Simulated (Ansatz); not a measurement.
Crystal: MnS.

```
CELL_PARAMETERS angstrom
4.30568 0.00000 0.00000
0.00000 4.30568 0.00000
0.00000 0.00000 5.36058
ATOMIC_POSITIONS crystal
Mn 0.00000 0.50000 0.00000
Mn 0.50000 0.00000 0.50000
S 0.00000 0.00000 0.25000
S 0.00000 0.00000 0.75000
```

Measurements of this composition are mostly on another form, of space group No. 225.

Program: Ansatz 0.2.0. Alike in all runs: task single point; potentials or basis Ansatz PAW; cell as given; k mesh 5 × 5 × 4; cutoff (eV) 500; smearing gaussian 0.05 eV.

Q: Order these runs on this cell by their pressure, lowest first.
A. level r2SCAN; spin off
B. level r2SCAN+U; spin collinear, program default start; U Mn d U = 3 eV; hubbard projectors ortho-atomic (the default); double counting fll (the default)
C. level r2SCAN; spin collinear, program default start

A: A (-18.0 GPa), C (-3.4 GPa), B (0.3 GPa).

Caveats: the PAW data sets come from PBE, with cores solved anew for the run's functional, which leaves a small shift of forces and pressure; the magnetic or orbital state may not be the lowest (some runs); so large a pressure means that the cell lies far from this level's equilibrium, or that cutoff or potentials fall short (some runs).

Not every run made on this cell is shown here.
